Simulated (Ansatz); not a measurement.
# CsBr: the cost of one run

Computed with Ansatz 0.2.0 (DFT PBEsol, all-electron LAPW, scalar-relativistic unless said, unless a step's input says otherwise).

The COD entry's cell or inner coordinates are ideal or old and differ from later refinements, so a difference from it is no clean test against experiment.

2 further runs of the same task are left out: 1 that didn't finish, 1 set aside as unsound or not needed. Runs told in other sessions of the task aren't counted.

## (1) Starting point

The structure is cubic, space group Pm-3m (No. 221). The conventional cell has a = 4.240 Å, b = 4.240 Å, c = 4.240 Å, α = 90.00°, β = 90.00°, γ = 90.00°. Cs (site symmetry m-3m) has 8 Br at 3.67 Å in its first shell of neighbours. Br (site symmetry m-3m) is surrounded by 8 Cs at 3.67 Å.

As a file:

```
CELL_PARAMETERS angstrom
4.24017 0.00000 0.00000
0.00000 4.24017 0.00000
0.00000 0.00000 4.24017
ATOMIC_POSITIONS crystal
Cs 0.00000 0.00000 0.00000
Br 0.50000 0.50000 0.50000
```

Cartesian axes are those of the input's lattice vectors. The structure goes back to a database entry.

## (2) Reference run, LAPW

Input file input.yaml:

```yaml
crystal:
  lattice:
    - [4.24017229028, 0.0, 0.0]
    - [0.0, 4.24017229028, 0.0]
    - [0.0, 0.0, 4.24017229028]
  atoms:
    - { symbol: Cs, position: [0.0, 0.0, 0.0] }
    - { symbol: Br, position: [0.5, 0.5, 0.5] }
kpoints:
  mp_grid: { grid: [6, 6, 6] }
scf:
  occupations: { method: fixed }
hamiltonian:
  xc: pbesol
  pseudopotentials: { kind: all_electron, lapw: { basis_error: 0.0005 } }
phonons:
  qmesh: [2, 2, 2]
  qpath:
    path:
      - [0.0, 0.0, 0.0]
      - [0.0, 0.5, 0.0]
      - [0.5, 0.5, 0.0]
      - [0.0, 0.0, 0.0]
      - [0.5, 0.5, 0.5]
      - [0.0, 0.5, 0.0]
      - [0.5, 0.5, 0.5]
      - [0.5, 0.5, 0.0]
    npoints: 6
  temperatures: { t_min: 0, t_max: 1000, t_step: 100 }
```

Launch:

```console
ansatz run input.yaml --threads 1 --pin off --max-ram 3072MiB --backend cpu --events-out ev --progress --plain --runs-dir out
```

**Question.** How long does this run take on 1 thread of Arm Neoverse V1, shared host, and how much memory does it need?

About 5.3 min, with a peak of 0.46 GiB.
